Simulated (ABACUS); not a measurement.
Runs of ABACUS 3.10.1 on Mo. Symmetry: Im-3m, No. 229, cubic system. The conventional cell has a = 3.168 Å, b = 3.168 Å, c = 3.168 Å, α = 90.00°, β = 90.00°, γ = 90.00°. Mo (site symmetry m-3m) is surrounded by 8 Mo at 2.74 Å. 

```csv
potentials or basis,cutoff (eV),radial cutoff of the potentials (pseudo_rcut),V0 of scaled cells (Å³/atom),B0 (GPa)
"SG15 ONCV 1.2 PBE, plane waves",1102,7 bohr,(a),255
"PseudoDojo NC SR 0.4.1 PBE standard, plane waves",1102,7 bohr,15.84,254
"SPMS ONCV 1.0 PBE, plane waves",1102,7 bohr,15.84,254
"GBRV ultrasoft 1.5 PBE, plane waves",544,10 bohr,15.81,254
"Ansatz NC PBE, plane waves",1102,7 bohr,15.83,254
```

Alike in all rows: task equation of state; level PBE; no spin polarisation; cell as given; k mesh 8 × 8 × 8; smearing fermi-dirac 0.05 eV.

Question: Estimate the missing entries.

Answer: (a) 15.82.
